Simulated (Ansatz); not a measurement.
# CO2 (I-42d) in Ansatz: reference runs

How does CO2 come out in PBEsol? The cell is run as given and disturbed.

Everything below comes from runs of Ansatz 0.2.0. Logs are shortened: lines on timing, memory, paths and dates and some standing lists are left out, and cuts for length are marked.

## (1) Starting point

The structure is tetragonal, space group I-42d (No. 122). The conventional cell has a = 3.949 Å, b = 3.949 Å, c = 6.028 Å, α = 90.00°, β = 90.00°, γ = 90.00°. Around O (site symmetry 2) lie 2 C at 1.40 Å. C (site symmetry -4) has 4 O at 1.40 Å as nearest neighbours.

The cell comes from a database or a generator and needn't be the stable form of this composition.

## (2) Single point, PBEsol

Input file input.yaml:

```yaml
crystal:
  lattice:
    - [-1.974727, 1.974727, 3.014058]
    - [1.974727, -1.974727, 3.014058]
    - [1.974727, 1.974727, -3.014058]
  atoms:
    - { symbol: O, position: [0.875, 0.959798, 0.584798] }
    - { symbol: O, position: [0.375, 0.290202, 0.415202] }
    - { symbol: O, position: [0.040202, 0.625, 0.915202] }
    - { symbol: O, position: [0.709798, 0.125, 0.084798] }
    - { symbol: C, position: [0.0, 0.0, 0.0] }
    - { symbol: C, position: [0.75, 0.25, 0.5] }
hamiltonian:
  xc: pbesol
  pseudopotentials: { kind: paw }
kpoints:
  mp_grid: { grid: [9, 9, 9] }
scf:
  occupations: { method: fermi_dirac, width: 0.05 }
output:
  forces: true
  stress: true
  eigenvalues: true
  write_density: true
  write_potential: true
  elf: true
  volumetric_format: npy
```

Potentials or basis: Ansatz PAW.

Started as:

```bash
$ ansatz run input.yaml --threads 2 --pin off --max-ram 5632MiB --backend cpu --events-out ev --progress --plain --runs-dir out
```

What it wrote:

```text
Warning: RAYON_NUM_THREADS=2 ignored (pool sized by the plan → 2); use --threads N
Engine: ansatz 0.2.0, aarch64-unknown-linux-gnu
Pseudopotentials: kind: paw
Pseudopotential: O, paw, valence charge 6, recommended cutoff 420 eV (normal), O.paw.azcp
Pseudopotential: C, paw, valence charge 4, recommended cutoff 420 eV (normal), C.paw.azcp
Functional definition: PBEsol
  exchange = pbesol_x
  correlation = pbesol_c
Crystal: 6 atoms, lattice volume = 47.014 Å³
Basis set: ecut = 420 eV, 919 PW (Γ), exchange–correlation on 60×60×60 points (8 copies of the dense FFT grid, shifted against one another)
Bands: 22, of which v1, the nominal top of the filled ones, is band 16 counted from 1 (15 counted from 0)
Symmetry: 8 space group operations
Space group: I-42d (ITA 122), of the structure as read, at distance tolerance 3.6e-5 Å
k-points: 75 of 729 (time reversal used)
Non-local potential: O, projectors of the file, l = 0: 2, l = 1: 2, l = 2: 1
Non-local potential: C, projectors of the file, l = 0: 2, l = 1: 2, l = 2: 1
PAW form: soft (Blöchl's): semilocal exchange-correlation on the pseudo side does not see the compensation charge
PAW frozen core: O, regenerated for the run's functional, and the local potential with it (the file was generated under x = pbe(κ = 0.804, μ = 0.2195149727645171), c = pbe(β = 0.06672455060314922))
PAW frozen core: C, regenerated for the run's functional, and the local potential with it (the file was generated under x = pbe(κ = 0.804, μ = 0.2195149727645171), c = pbe(β = 0.06672455060314922))
PAW one-centre angular grid: O, 110 points (default); XC on 64 Gauss nodes
PAW one-centre angular grid: C, 110 points (default); XC on 64 Gauss nodes
Initial density: superposition of atomic densities (neutral atoms: chi_scale 0, normalization atom), corrected by the library's trained network
Initial wavefunctions: pseudopotential atomic-orbital guess
Functional: x = pbesol(κ = 0.804, μ = 0.12345679012345678), c = pbesol(β = 0.046)
SCF iter   1: F=—  HF=-2732.668334 eV  |F-HF|=—  |Δ(HF+E_count)|=         —  Δρ=1.00e-2  dr2=3.16e-2  ethr=1.77e-3  ⟨swp⟩=6.0  Hψ=7370  notcnv=0
preconditioner: auto → none  [insulator: Δε(μ)=7.554 eV  Ē_g=18.825 eV  σ=0.050 eV  W_gap=1.00  n_scr=14 (ndim 8)  ℏωp=30.6 eV  f_vac=0.039  D(μ)=0.00/eV (n_scr^D=0)  ε∞_Penn≈3.6]
SCF iter   2: F=—  HF=-2732.659048 eV  |F-HF|=—  |Δ(HF+E_count)|=   9.29e-3  Δρ=2.59e-3  dr2=1.86e-3  ethr=9.86e-5  ⟨swp⟩=2.9  Hψ=3685  notcnv=0  defer=147
SCF iter   3: F=—  HF=-2732.659018 eV  |F-HF|=—  |Δ(HF+E_count)|=   3.04e-5  Δρ=1.18e-3  dr2=3.11e-4  ethr=5.80e-6  ⟨swp⟩=2.6  Hψ=2921  notcnv=0  defer=147
SCF iter   4: F=—  HF=-2732.659045 eV  |F-HF|=—  |Δ(HF+E_count)|=   2.76e-5  Δρ=4.28e-4  dr2=1.65e-5  ethr=9.71e-7  ⟨swp⟩=2.1  Hψ=2493  notcnv=0  defer=147
SCF iter   5: F=—  HF=-2732.659084 eV  |F-HF|=—  |Δ(HF+E_count)|=   3.84e-5  Δρ=3.43e-5  dr2=1.58e-7  ethr=5.16e-8  ⟨swp⟩=2.8  Hψ=3010  notcnv=0  defer=147
SCF iter   6: F=-2732.659084 eV  HF=-2732.659084 eV  |F-HF|=5.75e-9  |Δ(HF+E_count)|=   2.58e-7  Δρ=4.79e-6  dr2=3.25e-9  ethr=3.13e-10  ⟨swp⟩=12.3  Hψ=11705  notcnv=0
SCF 1 converged in 6 iterations: F = -2732.659084 eV  dr2 = 3.25e-9
SCF converged after 6 iterations
Free energy (F): -2732.659084 eV
Harris-Foulkes:  -2732.659084 eV  (|F-HF|=5.75e-9)
Internal energy: -2732.659084 eV  (E = F + TS)
E sigma→0 (E₀):  -2732.659084 eV
Fermi energy:    8.765191 eV
--- Per-component energies (eV) ---
  E_band       = -117.581025
  E_kinetic    = 878.197219
  E_local      = -1764.080047  (includes V_loc(G=0)·N_el)
  E_nonlocal   = 245.315308
  E_hartree    = 583.803446
  E_xc         = -382.751258
  E_vxc        = -487.380521  (∫ρ·V_xc dr)
  E_paw        = -800.827466  (= ΣΔE_a)
  E_vpaw       = -157.249593  (= ΣTr[D̂ρ^β])
  E_aug_tail   = 0.010009  (compensation charges beyond the density's cutoff)
  E_ewald      = -1492.509648
  E_core_change = 0.183353  (= ΣΔE_core)
  E_smearing   = -0.000000  (= −TS)
  E_closure    = 0.000000  (closes the sum)
  Σ components = -2732.659084   (vs F -2732.659084, Δ=0.00e0)
--- Forces (eV/Å), atoms counted from 1 ---
  atom   1  O      0.21410400    -0.00000000     0.00000000
  atom   2  O     -0.21410400     0.00000000     0.00000000
  atom   3  O      0.00000000    -0.21410400    -0.00000000
  atom   4  O      0.00000000     0.21410400     0.00000000
  atom   5  C     -0.00000000     0.00000000     0.00000000
  atom   6  C     -0.00000000    -0.00000000     0.00000000
  max |Σ_I F_I| component: 1.14e-16 eV/Å
--- Stress (GPa, compression-positive) ---
       -6.074889      -0.000000       0.000000
       -0.000000      -6.074889      -0.000000
        0.000000      -0.000000      -7.541619
  P = ⅓ Tr σ = -6.5638 GPa (-65.638 kbar)
--- Band table (eV; the first three rows and the last of 75) ---
  k-point 0: bands = ["-18.9742", "-13.8788", "-13.8788", "-13.2572", "-9.6173", "-4.7201", "-4.7201", "-3.4709", "0.4332", "1.2771", "2.4398", "3.7228", "3.7228", "4.0422", "4.0422", "4.4542", "12.5007", "13.9489", "14.0721", "14.0721", "17.1553", "17.2979"]
  k-point 1: bands = ["-18.8655", "-14.1789", "-13.9067", "-13.3195", "-9.3165", "-4.8880", "-4.5604", "-3.3241", "0.3041", "1.4837", "2.5286", "3.5487", "3.8170", "3.8638", "3.9698", "4.3392", "12.6181", "14.0437", "14.2083", "14.2502", "17.1291", "17.2273"]
  k-point 2: bands = ["-18.5461", "-14.8778", "-13.9693", "-13.4954", "-8.6027", "-5.2668", "-4.1307", "-3.0174", "0.0182", "1.9315", "2.6772", "2.7415", "3.7484", "3.7815", "4.0872", "4.2827", "12.8379", "13.9944", "14.6789", "14.6832", "16.9534", "17.4718"]
  k-point 74: bands = ["-17.0314", "-16.9068", "-14.1595", "-14.1200", "-5.7557", "-5.5066", "-3.5083", "-3.3788", "1.1657", "1.4295", "1.6685", "1.8494", "2.3268", "2.6553", "4.8623", "4.9129", "13.5090", "13.7160", "15.4137", "15.5443", "16.3027", "16.4510"]
```

It took 5.6 s on 2 threads of Arm Neoverse V1, shared host; peak memory 0.37 GiB.

Results:

| Quantity | Value |
| --- | --- |
| Free energy | -2732.6591 eV |
| Pressure | -6.6 GPa |
| Largest force | 0.214 eV/Å |
| Band gap on the k mesh | 7.59 eV, indirect (least direct gap 8.05 eV) |

Forces on the atoms (eV/Å):
```
O    0.214  0.000  0.000
O   -0.214  0.000  0.000
O    0.000 -0.214  0.000
O    0.000  0.214  0.000
C    0.000  0.000  0.000
C    0.000  0.000  0.000
```

Stress tensor (GPa, compression positive):
```
-6.07  0.00  0.00
 0.00 -6.07  0.00
 0.00  0.00 -7.54
```

Levels at points of the mesh, in eV from the valence-band top:
```csv
k point,band 13,band 14,band 15,band 16,band 17,band 18,band 19,band 20
"(0.00, 0.00, 0.00)",-1.19,-0.87,-0.87,-0.46,7.59,9.04,9.16,9.16
```

Caveat: odd divisions of the mesh miss points on the zone boundary, where band edges often lie, so the gap on the mesh can be too wide; the pressure holds a Pulay correction of +1.2 GPa for the finite cutoff; the PAW data sets come from PBE, with cores solved anew for the run's functional, which leaves a small shift of forces and pressure.

## (3) Single point, PBEsol (atoms moved at random, drawn with an rms of 0.05 Å)

Input file input.yaml:

```yaml
crystal:
  lattice:
    - [-1.974727, 1.974727, 3.014058]
    - [1.974727, -1.974727, 3.014058]
    - [1.974727, 1.974727, -3.014058]
  atoms:
    - { symbol: O, position: [0.880544, 0.974883, 0.587124] }
    - { symbol: O, position: [0.377035, 0.293692, 0.419777] }
    - { symbol: O, position: [0.045055, 0.622534, 0.912231] }
    - { symbol: O, position: [0.69713, 0.12298, 0.092251] }
    - { symbol: C, position: [0.013047, 0.005672, 0.004838] }
    - { symbol: C, position: [0.739424, 0.25409, 0.490681] }
hamiltonian:
  xc: pbesol
  pseudopotentials: { kind: paw }
kpoints:
  mp_grid: { grid: [9, 9, 9] }
scf:
  occupations: { method: fermi_dirac, width: 0.05 }
output:
  forces: true
  stress: true
  eigenvalues: true
```

Potentials or basis: Ansatz PAW.

Started as:

```bash
$ ansatz run input.yaml --threads 2 --pin off --max-ram 5632MiB --backend cpu --events-out ev --progress --plain --runs-dir out
```

What it wrote:

```text
Warning: RAYON_NUM_THREADS=2 ignored (pool sized by the plan → 2); use --threads N
Engine: ansatz 0.2.0, aarch64-unknown-linux-gnu
Pseudopotentials: kind: paw
Pseudopotential: O, paw, valence charge 6, recommended cutoff 420 eV (normal), O.paw.azcp
Pseudopotential: C, paw, valence charge 4, recommended cutoff 420 eV (normal), C.paw.azcp
Functional definition: PBEsol
  exchange = pbesol_x
  correlation = pbesol_c
Crystal: 6 atoms, lattice volume = 47.014 Å³
Basis set: ecut = 420 eV, 919 PW (Γ), exchange–correlation on 60×60×60 points (8 copies of the dense FFT grid, shifted against one another)
Bands: 22, of which v1, the nominal top of the filled ones, is band 16 counted from 1 (15 counted from 0)
Symmetry: 1 space group operations
Space group: P1 (ITA 1), of the structure as read, at distance tolerance 3.6e-5 Å
k-points: 365 of 729 (time reversal used)
Non-local potential: O, projectors of the file, l = 0: 2, l = 1: 2, l = 2: 1
Non-local potential: C, projectors of the file, l = 0: 2, l = 1: 2, l = 2: 1
PAW form: soft (Blöchl's): semilocal exchange-correlation on the pseudo side does not see the compensation charge
PAW frozen core: O, regenerated for the run's functional, and the local potential with it (the file was generated under x = pbe(κ = 0.804, μ = 0.2195149727645171), c = pbe(β = 0.06672455060314922))
PAW frozen core: C, regenerated for the run's functional, and the local potential with it (the file was generated under x = pbe(κ = 0.804, μ = 0.2195149727645171), c = pbe(β = 0.06672455060314922))
PAW one-centre angular grid: O, 110 points (default); XC on 64 Gauss nodes
PAW one-centre angular grid: C, 110 points (default); XC on 64 Gauss nodes
Initial density: superposition of atomic densities (neutral atoms: chi_scale 0, normalization atom), corrected by the library's trained network
Initial wavefunctions: pseudopotential atomic-orbital guess
Functional: x = pbesol(κ = 0.804, μ = 0.12345679012345678), c = pbesol(β = 0.046)
SCF iter   1: F=—  HF=-2732.415364 eV  |F-HF|=—  |Δ(HF+E_count)|=         —  Δρ=1.04e-2  dr2=3.37e-2  ethr=1.77e-3  ⟨swp⟩=6.0  Hψ=36180  notcnv=0
preconditioner: auto → none  [insulator: Δε(μ)=7.217 eV  Ē_g=18.752 eV  σ=0.050 eV  W_gap=1.00  n_scr=14 (ndim 8)  ℏωp=30.6 eV  f_vac=0.041  D(μ)=0.00/eV (n_scr^D=0)  ε∞_Penn≈3.7]
SCF iter   2: F=—  HF=-2732.405521 eV  |F-HF|=—  |Δ(HF+E_count)|=   9.84e-3  Δρ=2.83e-3  dr2=2.16e-3  ethr=1.05e-4  ⟨swp⟩=2.9  Hψ=18002  notcnv=0  defer=677
SCF iter   3: F=—  HF=-2732.405472 eV  |F-HF|=—  |Δ(HF+E_count)|=   4.92e-5  Δρ=1.31e-3  dr2=4.16e-4  ethr=6.75e-6  ⟨swp⟩=2.1  Hψ=12662  notcnv=0  defer=312
automatic band count: iteration 3 solves 21 bands in place of 22: the levels show a gap, and the empty bands left out lie too high to hold charge; the band table lists the bands solved (type scf.n_extra_bands for more)
SCF iter   4: F=—  HF=-2732.405488 eV  |F-HF|=—  |Δ(HF+E_count)|=   1.61e-5  Δρ=4.79e-4  dr2=2.55e-5  ethr=1.30e-6  ⟨swp⟩=2.0  Hψ=11657  notcnv=0  defer=312
SCF iter   5: F=—  HF=-2732.405529 eV  |F-HF|=—  |Δ(HF+E_count)|=   4.09e-5  Δρ=1.88e-4  dr2=1.03e-5  ethr=7.96e-8  ⟨swp⟩=2.0  Hψ=12339  notcnv=0  defer=312
SCF iter   6: F=—  HF=-2732.405529 eV  |F-HF|=—  |Δ(HF+E_count)|=   1.61e-7  Δρ=2.89e-5  dr2=1.62e-7  ethr=3.21e-8  ⟨swp⟩=2.0  Hψ=11699  notcnv=0  defer=312
SCF iter   7: F=-2732.405529 eV  HF=-2732.405529 eV  |F-HF|=4.73e-9  |Δ(HF+E_count)|=   1.53e-7  Δρ=9.10e-6  dr2=2.82e-8  ethr=3.13e-10  ⟨swp⟩=8.6  Hψ=37285  notcnv=0
SCF 1 converged in 7 iterations: F = -2732.405529 eV  dr2 = 2.82e-8
SCF converged after 7 iterations
Free energy (F): -2732.405529 eV
Harris-Foulkes:  -2732.405529 eV  (|F-HF|=4.73e-9)
Internal energy: -2732.405529 eV  (E = F + TS)
E sigma→0 (E₀):  -2732.405529 eV
Fermi energy:    8.588060 eV
--- Per-component energies (eV) ---
  E_band       = -117.863185
  E_kinetic    = 878.941850
  E_local      = -1769.429544  (includes V_loc(G=0)·N_el)
  E_nonlocal   = 245.621499
  E_hartree    = 585.952883
  E_xc         = -382.861473
  E_vxc        = -487.519104  (∫ρ·V_xc dr)
  E_paw        = -800.945880  (= ΣΔE_a)
  E_vpaw       = -157.393662  (= ΣTr[D̂ρ^β])
  E_aug_tail   = 0.009981  (compensation charges beyond the density's cutoff)
  E_ewald      = -1489.878197
  E_core_change = 0.183353  (= ΣΔE_core)
  E_smearing   = -0.000000  (= −TS)
  E_closure    = 0.000000  (closes the sum)
  Σ components = -2732.405529   (vs F -2732.405529, Δ=0.00e0)
--- Forces (eV/Å), atoms counted from 1 ---
  atom   1  O      0.24667919     1.42394512    -1.76818704
  atom   2  O      0.43084628    -0.73673580    -0.67966235
  atom   3  O      1.41923965    -0.90449865     0.95730978
  atom   4  O     -2.21088156    -0.56913463     2.28345623
  atom   5  C     -0.11951496    -0.89011974    -0.97851307
  atom   6  C      0.23360158     1.67649639     0.18560087
  max |Σ_I F_I| component: 4.73e-5 eV/Å
--- Stress (GPa, compression-positive) ---
       -3.436055       2.549558       0.392906
        2.549540      -3.512497      -0.478404
        0.392906      -0.478410      -5.547619
  P = ⅓ Tr σ = -4.1654 GPa (-41.654 kbar)
--- Band table (eV; the first three rows and the last of 365) ---
  k-point 0: bands = ["-19.0587", "-14.2082", "-13.8102", "-13.1631", "-9.5000", "-4.8614", "-4.5548", "-3.4417", "0.4028", "1.2316", "2.4455", "3.5665", "3.7806", "3.9664", "4.1942", "4.4610", "12.2883", "13.3662", "13.9593", "14.4202", "16.8908"]
  k-point 1: bands = ["-18.9541", "-14.4243", "-13.8983", "-13.2166", "-9.2333", "-4.9897", "-4.4370", "-3.2854", "0.2605", "1.4305", "2.5494", "3.3775", "3.7841", "3.9049", "4.1230", "4.3654", "12.2856", "13.5134", "14.2035", "14.4600", "16.9538"]
  k-point 2: bands = ["-18.6486", "-15.0255", "-14.0195", "-13.3698", "-8.5852", "-5.3417", "-4.0380", "-2.9520", "-0.0513", "1.8540", "2.5248", "2.8399", "3.6691", "3.9290", "4.1696", "4.3301", "12.2741", "13.6744", "14.6116", "14.7865", "17.0602"]
  k-point 364: bands = ["-18.1505", "-15.9637", "-14.0722", "-13.4479", "-7.7363", "-5.2931", "-3.7394", "-2.9999", "0.2013", "1.1015", "2.2040", "2.6624", "3.4482", "3.9296", "4.3348", "4.5621", "12.9207", "13.5777", "14.2134", "15.3426", "16.7738"]
```

Wall time 19 s (2 threads of Arm Neoverse V1, shared host); peak memory 0.6 GiB.

Results:

- Free energy: -2732.4055 eV
- Pressure: -4.2 GPa
- Largest force: 3.229 eV/Å
- Band gap on the k mesh: 7.21 eV, indirect (least direct gap 7.48 eV)

Forces on the atoms (eV/Å):
```
O    0.247  1.424 -1.768
O    0.431 -0.737 -0.680
O    1.419 -0.904  0.957
O   -2.211 -0.569  2.283
C   -0.120 -0.890 -0.979
C    0.234  1.676  0.186
```

Caveat: odd divisions of the mesh miss points on the zone boundary, where band edges often lie, so the gap on the mesh can be too wide; the pressure holds a Pulay correction of +1.2 GPa for the finite cutoff; the PAW data sets come from PBE, with cores solved anew for the run's functional, which leaves a small shift of forces and pressure. A k mesh can miss the band edges.
